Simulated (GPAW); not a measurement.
Runs of GPAW 26.7.0 on BP. The structure is cubic, space group F-43m (No. 216). The conventional cell has a = 4.538 Å, b = 4.538 Å, c = 4.538 Å, α = 90.00°, β = 90.00°, γ = 90.00°. P (site symmetry -43m) has 4 B at 1.97 Å as nearest neighbours. B (site symmetry -43m) has 4 P at 1.97 Å as nearest neighbours. 

| task | level | cell | k mesh | cutoff (eV) | smearing | maxiter | response ecut | response k mesh | response bands | kernels | other keys | mesh quality | gap on the mesh (eV) |
| --- | --- | --- | --- | --- | --- | --- | --- | --- | --- | --- | --- | --- | --- |
| single point | PBE | as given | 10 × 10 × 10 | 800 | fermi-dirac 0.05 eV | 150 | - | - | - | - | - | not flagged | (b) |
| dielectric tensor | PBE | as given | 8 × 8 × 8 | 550 | fermi-dirac 0.001 eV | 150 | 80 eV | 25 × 25 × 25 | 20 | ["RPA", "ALDA", "LR0.3"] | - | not flagged | 1.28 |
| one-shot levels on a semilocal density | TPSS | as given | 7 × 7 × 7 | 550 | fermi-dirac 0.05 eV | 75 | - | - | - | - | several, not listed | not flagged | 1.29 |
| Born charges | optB88-vdW | atoms relaxed | 6 × 6 × 6 | 680 | fermi-dirac 0.01 eV | 50 | - | - | - | - | several, not listed | coarse | (a) |
| hybrid scf | r2SCANh+D4 | as given | 5 × 5 × 5 | 550 | fermi-dirac 0.001 eV | 40 | - | - | - | - | - | coarse | 1.95 |

Alike in all rows: potentials or basis GPAW PAW data sets (gpaw-data 1.2.1), pw; no spin polarisation.

Task: Estimate the missing entries.

Result: (a) 1.49; (b) 1.24.

Caveats: some runs use coarse meshes; an odd mesh through Γ misses points on the zone boundary, where band edges often lie (some runs); the long-wavelength limit can be off by a per cent or two (some runs); energy and the plain gap are those of the semilocal run (some runs); the hybrids' values are one shot on its orbitals and mesh (some runs); the LO-TO splitting is left out (some runs).
